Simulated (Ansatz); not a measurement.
# C: zone-centre modes at 8 GPa

Theory: Ansatz 0.2.0, DFT PBE+D3(BJ), scalar-relativistic, plane waves, PAW. Cutoff 420 eV, 18×18×12 k-points (Γ-centred), Fermi-Dirac smearing of 0.15 eV. No spin polarisation. Phonons by linear response, acoustic sum rule imposed.

The cell, relaxed at 8 GPa:
```
CELL_PARAMETERS angstrom
2.44972 0.00000 0.00000
-1.22486 2.12152 0.00000
0.00000 0.00000 3.15148
ATOMIC_POSITIONS crystal
C 0.33333 0.66667 0.00000
C 0.66667 0.33333 0.00000
```

In a metal, frequencies and elastic constants depend on the k mesh and the smearing, soft modes and shear constants most.

(1) Is this structure stable against zone-centre distortions?

(2) List the optical modes at Γ (i marks imaginary ones).

Answers

(1) Yes, at Γ: no optical mode is imaginary. Strains and other wave vectors aren't tested by this run.

(2)
| frequency (THz) | degeneracy |
| --- | --- |
| 26.18 | 1 |
| 47.44 | 2 |

This form isn't the element's structure at ambient conditions.

Cost: 1 run of about 0.17 core-minutes, on Intel Xeon 6975P-C (Granite Rapids) (shared hosts).